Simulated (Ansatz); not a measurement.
The system is TiB2.

```
Ti B
1.0
     3.02920    0.00000    0.00000
    -1.51460    2.62336    0.00000
     0.00000    0.00000    3.22840
Ti B
1 2
Direct
  0.00000 0.00000 0.00000
  0.66667 0.33333 0.50000
  0.33333 0.66667 0.50000
```

Base run:

| Property | Result |
| --- | --- |
| Program | Ansatz 0.2.0 |
| Functional | LDA |
| Potentials or basis | Ansatz PAW |
| Cutoff | 420 eV (not typed: the program's choice for these potentials) |
| k mesh | 10 × 10 × 8 |
| Occupations | fermi-dirac, width 0.05 eV |
| Spin | no spin polarisation |
| Hubbard terms | Ti d U = 2 eV |

Its results: band gap on the k mesh none (metal or under the smearing width); pressure -9.5 GPa.

Task: After a change of settings the same cell gave: band gap on the k mesh none (metal or under the smearing width); pressure -8.6 GPa. Which change was it?
A. hubbard terms from Ti d U = 2 eV to none; hubbard projectors from ortho-atomic (the default) to none
B. hubbard terms from Ti d U = 2 eV to Ti d U = 3 eV
C. hubbard terms from Ti d U = 2 eV to Ti d U = 4 eV

Result: B.

Caveats: U without spin polarisation on a metal has little footing; the PAW data sets come from PBE, with cores solved anew for the run's functional, which leaves a small shift of forces and pressure; the U is typed as a test and isn't derived for this compound; the density of states is complete only up to the lowest level of the last band computed.
